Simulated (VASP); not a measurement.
Write the native input for VASP 6.6.1 that does the following.

| Property | Result |
| --- | --- |
| Task | single point |
| Functional | PBE |
| Potentials or basis | VASP PAW PBE potentials, release 64 (Bi_d, Te) |
| Cutoff | 520 eV |
| k mesh | 8 × 8 × 8 |
| Occupations | gaussian, width 0.02 eV |
| Spin | no spin polarisation |
| Dipole correction | no |
| Further INCAR settings | ALGO = Fast; EDIFF = 1e-06; NBANDS = 32 |

The structure of Bi2Te3 lies in POSCAR:

```
Bi2Te3
1.0
    2.2244261443      1.2842730332     10.6629208484
   -2.2244261443      1.2842730332     10.6629208484
    0.0000000000     -2.5685460664     10.6629208484
Bi Te
2 3
Direct
    0.3975333000      0.3975333000      0.3975333000
    0.6024667000      0.6024667000      0.6024667000
    0.0000000000      0.0000000000      0.0000000000
    0.2153857108      0.2153857108      0.2153857108
    0.7846142892      0.7846142892      0.7846142892
```

The cell isn't the ideal one: cell and atoms relaxed at 0 GPa.

These files were run (other wordings do the same):

INCAR

```
SYSTEM = Bi2Te3
PREC = Accurate ; ENCUT = 520
EDIFF = 1E-6 ; ISMEAR = 0
SIGMA = 0.02 ; LREAL = .False.
LASPH = .True. ; NELM = 100
ALGO = Fast ; ISIF = 2
LWAVE = .False. ; LCHARG = .False.
GGA = PE ; NBANDS = 32
```

KPOINTS

```
regular mesh
0
Gamma
  8 8 8
  0 0 0
```

Potentials or basis: VASP PAW PBE potentials, release 64 (Bi_d, Te).

Run with:

```sh
$ cat potpaw_PBE.64/Bi_d/POTCAR potpaw_PBE.64/Te/POTCAR > POTCAR
$ mpirun -np 1 vasp_std > vasp.out
```

Results of the run:

```yaml
Pressure: 0.0 GPa
Largest_force: 0.009 eV/Å
Band_gap_on_the_k_mesh: 0.50 eV, direct
```

Caveat: spin-orbit coupling is left out, which as a rule narrows the gap of such compounds by several tenths of an eV.

Run time: 39 min on 1 thread of Intel(R) Xeon(R) Platinum 8259CL CPU @ 2.50GHz (Skylake/Cascade Lake) (shared host), peak memory 1.3 GiB.
